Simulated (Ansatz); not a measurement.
# Rh (P6_3/mmc) in Ansatz: notebook

Runs on Rh. Level: PBEsol. Tasks: single point, equation of state.

All numbers are computed with Ansatz 0.2.0; they aren't measurements. Logs are shortened: lines on timing, memory, paths and dates and some standing lists are left out, and cuts for length are marked.

### Step 1. Starting point

The structure is hexagonal, space group P6_3/mmc (No. 194). The conventional cell has a = 2.731 Å, b = 2.731 Å, c = 4.428 Å, α = 90.00°, β = 90.00°, γ = 120.00°. Around Rh (site symmetry -6m2) lie 12 Rh at 2.72 to 2.73 Å.

This isn't the form of Rh at room conditions, which is fcc.

### Step 2. Single point, PBEsol, 13.44 Å³/atom (volume scaled by 0.94)

Input file input.yaml:

```yaml
crystal:
  lattice:
    - [2.6752291329, 0.0, 0.0]
    - [-1.3376145665, 2.3168163901, 0.0]
    - [0.0, 0.0, 4.338086307]
  atoms:
    - { symbol: Rh, position: [0.3333333333, 0.6666666667, 0.25] }
    - { symbol: Rh, position: [0.6666666667, 0.3333333333, 0.75] }
hamiltonian:
  xc: pbesol
  pseudopotentials: { kind: paw }
kpoints:
  mp_grid: { grid: [11, 11, 6] }
scf:
  occupations: { method: fermi_dirac, width: 0.05 }
output:
  forces: true
  stress: true
  eigenvalues: true
```

Potentials or basis: Ansatz PAW.

Started as:

```
$ ansatz run input.yaml --threads 2 --pin off --max-ram 5632MiB --backend cpu --events-out ev --progress --plain --runs-dir out
```

The program printed:

```text
Warning: RAYON_NUM_THREADS=2 ignored (pool sized by the plan → 2); use --threads N
Engine: ansatz 0.2.0, x86_64-unknown-linux-gnu
Pseudopotentials: kind: paw
Pseudopotential: Rh, paw, valence charge 17, recommended cutoff 420 eV (normal), Rh.paw.azcp
Functional definition: PBEsol
  exchange = pbesol_x
  correlation = pbesol_c
Crystal: 2 atoms, lattice volume = 26.888 Å³
Basis set: ecut = 420 eV, 549 PW (Γ), exchange–correlation on 36×36×60 points (8 copies of the dense FFT grid, shifted against one another)
Bands: 21, of which v1, the nominal top of the filled ones, is band 17 counted from 1 (16 counted from 0)
Symmetry: 24 space group operations
Space group: P63/mmc (ITA 194), of the structure as read, at distance tolerance 3.0e-5 Å
k-points: 64 of 726
Non-local potential: Rh, projectors of the file, l = 0: 3, l = 1: 2, l = 2: 2, l = 3: 1
PAW form: soft (Blöchl's): semilocal exchange-correlation on the pseudo side does not see the compensation charge
PAW frozen core: Rh, regenerated for the run's functional, and the local potential with it (the file was generated under x = pbe(κ = 0.804, μ = 0.2195149727645171), c = pbe(β = 0.06672455060314922))
PAW one-centre angular grid: Rh, 590 points (default); XC on 64 Gauss nodes
Initial density: superposition of atomic densities (neutral atoms: chi_scale 0, normalization atom), corrected by the library's trained network
Initial wavefunctions: pseudopotential atomic-orbital guess
Functional: x = pbesol(κ = 0.804, μ = 0.12345679012345678), c = pbesol(β = 0.046)
SCF iter   1: F=—  HF=-12677.421550 eV  |F-HF|=—  |Δ(HF+E_count)|=         —  Δρ=1.32e-2  dr2=2.72e-2  ethr=1.77e-3  ⟨swp⟩=4.9  Hψ=5358  notcnv=0
preconditioner: auto → none  [metal: Δε(μ)=0.016 eV  Ē_g=7.795 eV  σ=0.050 eV  W_gap=0.08  n_scr=8 (ndim 8)  ℏωp=30.4 eV  f_vac=0.000  D(μ)=3.34/eV (n_scr^D=42)  sad-step TF]
SCF iter   2: F=—  HF=-12677.417767 eV  |F-HF|=—  |Δ(HF+E_count)|=   3.78e-3  Δρ=6.85e-3  dr2=7.34e-3  ethr=8.01e-5  ⟨swp⟩=2.3  Hψ=2342  notcnv=0
SCF iter   3: F=—  HF=-12677.415655 eV  |F-HF|=—  |Δ(HF+E_count)|=   2.11e-3  Δρ=4.40e-4  dr2=1.84e-5  ethr=2.16e-5  ⟨swp⟩=2.0  Hψ=1962  notcnv=0
SCF iter   4: F=—  HF=-12677.415666 eV  |F-HF|=—  |Δ(HF+E_count)|=   1.14e-5  Δρ=8.36e-5  dr2=4.60e-7  ethr=5.40e-8  ⟨swp⟩=2.3  Hψ=2175  notcnv=0
iter 5 did not close the SCF: its close was put off for the readings that it lacked (scf_convergence_deferred on its scf_iter line)
SCF iter   5: F=-12677.415666 eV  HF=-12677.415666 eV  |F-HF|=2.48e-8  |Δ(HF+E_count)|=   1.25e-8  Δρ=2.05e-5  dr2=4.04e-8  ethr=1.35e-9  ⟨swp⟩=2.5  Hψ=2533  notcnv=0
SCF iter   6: F=-12677.415666 eV  HF=-12677.415666 eV  |F-HF|=6.91e-10  |Δ(HF+E_count)|=   1.20e-8  Δρ=3.76e-6  dr2=1.33e-9  ethr=1.19e-10  ⟨swp⟩=1.9  Hψ=4690  notcnv=0
SCF 1 converged in 6 iterations: F = -12677.415666 eV  dr2 = 1.33e-9
SCF converged after 6 iterations
Free energy (F): -12677.415666 eV
Harris-Foulkes:  -12677.415666 eV  (|F-HF|=6.91e-10)
Internal energy: -12677.388471 eV  (E = F + TS)
E sigma→0 (E₀):  -12677.402069 eV
Entropy (-TS):   -0.027195 eV (-13.598 meV/atom)
Fermi energy:    22.989170 eV
--- Per-component energies (eV) ---
  E_band       = -155.192000
  E_kinetic    = 1148.080499
  E_local      = -3073.165604  (includes V_loc(G=0)·N_el)
  E_nonlocal   = 712.783332
  E_hartree    = 1078.595386
  E_xc         = -441.831688
  E_vxc        = -556.743578  (∫ρ·V_xc dr)
  E_paw        = -7047.719511  (= ΣΔE_a)
  E_vpaw       = -543.340158  (= ΣTr[D̂ρ^β])
  E_aug_tail   = 0.001601  (compensation charges beyond the density's cutoff)
  E_ewald      = -5054.684885
  E_core_change = 0.552399  (= ΣΔE_core)
  E_smearing   = -0.027195  (= −TS)
  E_closure    = -0.000000  (closes the sum)
  Σ components = -12677.415666   (vs F -12677.415666, Δ=0.00e0)
--- Forces (eV/Å), atoms counted from 1 ---
  atom   1  Rh     0.00000000    -0.00000000     0.00000000
  atom   2  Rh     0.00000000     0.00000000     0.00000000
  max |Σ_I F_I| component: 1.85e-17 eV/Å
--- Stress (GPa, compression-positive) ---
        2.853015      -0.000000       0.000000
       -0.000000       2.853015       0.000000
        0.000000       0.000000       1.724523
  P = ⅓ Tr σ = 2.4769 GPa (24.769 kbar)
--- Band table (eV; the first three rows and the last of 64) ---
  k-point 0: bands = ["-55.9666", "-55.8374", "-24.2438", "-23.5364", "-23.5364", "-23.4318", "-23.4221", "-23.4221", "14.6731", "16.5392", "19.7378", "19.8279", "19.8279", "20.3723", "20.3723", "21.0249", "21.0249", "23.1435", "23.1435", "23.5801", "31.7545"]
  k-point 1: bands = ["-55.9580", "-55.8462", "-24.1912", "-23.5288", "-23.5288", "-23.4881", "-23.4298", "-23.4298", "14.9598", "16.6145", "19.6268", "19.7235", "19.7235", "20.2432", "20.2432", "21.3227", "21.3227", "22.6073", "23.1229", "23.1229", "33.0669"]
  k-point 2: bands = ["-55.9345", "-55.8700", "-24.0463", "-23.6405", "-23.5079", "-23.5079", "-23.4508", "-23.4508", "15.7213", "16.7406", "19.4228", "19.6351", "19.6351", "19.9643", "19.9643", "20.8409", "21.9356", "21.9356", "22.9617", "22.9617", "35.8062"]
  k-point 63: bands = ["-55.8121", "-55.8121", "-24.0819", "-24.0819", "-23.8705", "-23.8705", "-23.5772", "-23.5772", "17.7715", "17.7715", "18.6049", "18.6049", "19.7110", "19.7110", "21.1475", "21.1475", "23.2568", "23.2568", "29.9237", "29.9237", "32.8516"]
```

Run time: 5.5 s. Hardware: 2 threads of AMD EPYC (Zen 3), shared host; peak memory 0.32 GiB.

What came out:

| Property | Result |
| --- | --- |
| Free energy | -12677.4157 eV |
| Pressure | 2.5 GPa |
| Band gap on the k mesh | none (metal or under the smearing width) |

Caveat: the PAW data sets come from PBE, with cores solved anew for the run's functional, which leaves a small shift of forces and pressure.

### Step 3. Single point, PBEsol, 13.73 Å³/atom (volume scaled by 0.96)

input.yaml: that of step 2 with these lines changed.

```diff
@@ -2,5 +2,5 @@
   lattice:
-    - [2.6752291329, 0.0, 0.0]
-    - [-1.3376145665, 2.3168163901, 0.0]
-    - [0.0, 0.0, 4.338086307]
+    - [2.6940693954, 0.0, 0.0]
+    - [-1.3470346977, 2.3331325361, 0.0]
+    - [0.0, 0.0, 4.3686372171]
   atoms:
@@ -19 +19,5 @@
   eigenvalues: true
+  write_density: true
+  write_potential: true
+  elf: true
+  volumetric_format: npy
```

Potentials or basis: Ansatz PAW.

Started as:

```
$ ansatz run input.yaml --threads 2 --pin off --max-ram 5632MiB --backend cpu --events-out ev --progress --plain --runs-dir out
```

Wall time 7.4 s (2 threads of AMD EPYC (Zen 3), shared host); peak memory 0.33 GiB.

It converged, with:

* Free energy: -12677.4134 eV
* Pressure: -3.6 GPa
* Band gap on the k mesh: none (metal or under the smearing width)

Caveat: the PAW data sets come from PBE, with cores solved anew for the run's functional, which leaves a small shift of forces and pressure.

### Step 4. Single point, PBEsol, 14.02 Å³/atom (volume scaled by 0.98)

input.yaml: that of step 3 with these lines changed.

```diff
@@ -2,5 +2,5 @@
   lattice:
-    - [2.6940693954, 0.0, 0.0]
-    - [-1.3470346977, 2.3331325361, 0.0]
-    - [0.0, 0.0, 4.3686372171]
+    - [2.7126497715, 0.0, 0.0]
+    - [-1.3563248858, 2.3492236138, 0.0]
+    - [0.0, 0.0, 4.3987667018]
   atoms:
@@ -19,5 +19 @@
   eigenvalues: true
-  write_density: true
-  write_potential: true
-  elf: true
-  volumetric_format: npy
```

Started as:

```
$ ansatz run input.yaml --threads 2 --pin off --max-ram 5632MiB --backend cpu --events-out ev --progress --plain --runs-dir out
```

Run time: 6.2 s. Hardware: 2 threads of AMD EPYC (Zen 3), shared host; peak memory 0.33 GiB.

The run converged. Its results:

- Free energy: -12677.3907 eV
- Pressure: -9.0 GPa
- Band gap on the k mesh: none (metal or under the smearing width)

Caveat: the PAW data sets come from PBE, with cores solved anew for the run's functional, which leaves a small shift of forces and pressure.

### Step 5. Single point, PBEsol, 14.30 Å³/atom

input.yaml: that of step 4 with these lines changed.

```diff
@@ -2,5 +2,5 @@
   lattice:
-    - [2.7126497715, 0.0, 0.0]
-    - [-1.3563248858, 2.3492236138, 0.0]
-    - [0.0, 0.0, 4.3987667018]
+    - [2.7309790422, 0.0, 0.0]
+    - [-1.3654895211, 2.3650972278, 0.0]
+    - [0.0, 0.0, 4.428489]
   atoms:
```

Started as:

```
$ ansatz run input.yaml --threads 2 --pin off --max-ram 5632MiB --backend cpu --events-out ev --progress --plain --runs-dir out
```

Wall time 6.7 s (2 threads of AMD EPYC (Zen 3), shared host); peak memory 0.33 GiB.

Results (log left out):

| Quantity | Value |
| --- | --- |
| Free energy | -12677.3501 eV |
| Pressure | -13.7 GPa |
| Band gap on the k mesh | none (metal or under the smearing width) |

Caveat: the PAW data sets come from PBE, with cores solved anew for the run's functional, which leaves a small shift of forces and pressure.

### Step 6. Single point, PBEsol, 14.59 Å³/atom (volume scaled by 1.02)

input.yaml: that of step 5 with these lines changed.

```diff
@@ -2,5 +2,5 @@
   lattice:
-    - [2.7309790422, 0.0, 0.0]
-    - [-1.3654895211, 2.3650972278, 0.0]
-    - [0.0, 0.0, 4.428489]
+    - [2.7490655232, 0.0, 0.0]
+    - [-1.3745327616, 2.3807605798, 0.0]
+    - [0.0, 0.0, 4.4578175964]
   atoms:
@@ -19 +19,5 @@
   eigenvalues: true
+  write_density: true
+  write_potential: true
+  elf: true
+  volumetric_format: npy
```

Potentials or basis: Ansatz PAW.

Started as:

```
$ ansatz run input.yaml --threads 2 --pin off --max-ram 5632MiB --backend cpu --events-out ev --progress --plain --runs-dir out
```

It took 6.7 s on 2 threads of AMD EPYC (Zen 3), shared host; peak memory 0.33 GiB.

The run converged. Its results:

```yaml
Free_energy: -12677.2938 eV
Pressure: -17.8 GPa
Band_gap_on_the_k_mesh: none (metal or under the smearing width)
```

Caveat: the PAW data sets come from PBE, with cores solved anew for the run's functional, which leaves a small shift of forces and pressure.

### Step 7. Single point, PBEsol, 14.87 Å³/atom (volume scaled by 1.04)

input.yaml: that of step 6 with these lines changed.

```diff
@@ -2,5 +2,5 @@
   lattice:
-    - [2.7490655232, 0.0, 0.0]
-    - [-1.3745327616, 2.3807605798, 0.0]
-    - [0.0, 0.0, 4.4578175964]
+    - [2.7669170982, 0.0, 0.0]
+    - [-1.3834585491, 2.3962204973, 0.0]
+    - [0.0, 0.0, 4.4867652751]
   atoms:
@@ -19,5 +19 @@
   eigenvalues: true
-  write_density: true
-  write_potential: true
-  elf: true
-  volumetric_format: npy
```

Started as:

```
$ ansatz run input.yaml --threads 2 --pin off --max-ram 5632MiB --backend cpu --events-out ev --progress --plain --runs-dir out
```

Run time: 4.1 s. Hardware: 2 threads of AMD EPYC (Zen 3), shared host; peak memory 0.33 GiB.

It converged, with:

```
Free energy            : -12677.2238 eV
Pressure               : -21.4 GPa
Band gap on the k mesh : none (metal or under the smearing width)
```

Caveat: the PAW data sets come from PBE, with cores solved anew for the run's functional, which leaves a small shift of forces and pressure.

### Step 8. Single point, PBEsol, 15.16 Å³/atom (volume scaled by 1.06)

input.yaml: that of step 7 with these lines changed.

```diff
@@ -2,5 +2,5 @@
   lattice:
-    - [2.7669170982, 0.0, 0.0]
-    - [-1.3834585491, 2.3962204973, 0.0]
-    - [0.0, 0.0, 4.4867652751]
+    - [2.7845412492, 0.0, 0.0]
+    - [-1.3922706246, 2.4114834597, 0.0]
+    - [0.0, 0.0, 4.5153441684]
   atoms:
```

Started as:

```
$ ansatz run input.yaml --threads 2 --pin off --max-ram 5632MiB --backend cpu --events-out ev --progress --plain --runs-dir out
```

It took 5.6 s on 2 threads of AMD EPYC (Zen 3), shared host; peak memory 0.33 GiB.

Results (log left out):

```yaml
Free_energy: -12677.1417 eV
Pressure: -24.5 GPa
Band_gap_on_the_k_mesh: none (metal or under the smearing width)
```

Caveat: the PAW data sets come from PBE, with cores solved anew for the run's functional, which leaves a small shift of forces and pressure.

### Step 9. Equation of state, PBEsol

Potentials or basis: Ansatz PAW.

This step only gathers the single runs of the series.

Results:

- Equilibrium volume: 13.56 Å³/atom
- Bulk modulus at fixed shape and positions: 293 GPa
- Pressure derivative of the bulk modulus: 5.2

Energy against volume, from the lowest point:
```csv
volume (Å³/atom),energy (meV/atom)
13.444,0.00
13.730,1.13
14.016,12.48
14.302,32.77
14.588,60.91
14.874,95.94
15.160,136.97
```

Caveat: the cell was scaled at fixed shape and fractional positions, which overstates the stiffness of a crystal with free parameters, most of all of layers and chains.
